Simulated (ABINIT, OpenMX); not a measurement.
## ScAl3: 4 runs at one level of theory

```
Sc Al
1.0
     4.08781    0.00000    0.00000
     0.00000    4.08781    0.00000
     0.00000    0.00000    4.08781
Sc Al
1 3
Cartesian
  0.0000 0.0000 0.0000
  2.0439 2.0439 0.0000
  0.0000 2.0439 2.0439
  2.0439 0.0000 2.0439
```

The cell is a database's computed one, not the measured one.

Alike in all runs: task band structure; functional PBE; k mesh 7 × 7 × 7; occupations fermi-dirac, width 0.05 eV; no spin polarisation; no spin-orbit coupling. Pressure is positive in compression and, in plane waves, holds the error of the finite cutoff.

```tsv
program and potentials	plane-wave cutoff (eV)	notes	pressure (GPa)
OpenMX, OpenMX 2013 PBE set, Sc7.0-s3p3d2f1, Al7.0-s3p2d2, grid cutoff 400 Ry	-	atomic basis	0.55
ABINIT, JTH PAW PBE v2.0	408	-	?
ABINIT, PseudoDojo NC SR PBE v0.5 standard	1061	-	0.92
OpenMX, OpenMX 2013 PBE set, Sc7.0-s3p2d2, Al7.0-s2p2d1, grid cutoff 400 Ry	-	atomic basis	0.55
```

Task: Estimate from the other rows what the run with ABINIT, JTH PAW PBE v2.0 gave.

Result: Pressure 0.97 GPa. The other rows, which needn't bracket it: pressure 0.55 to 0.92.
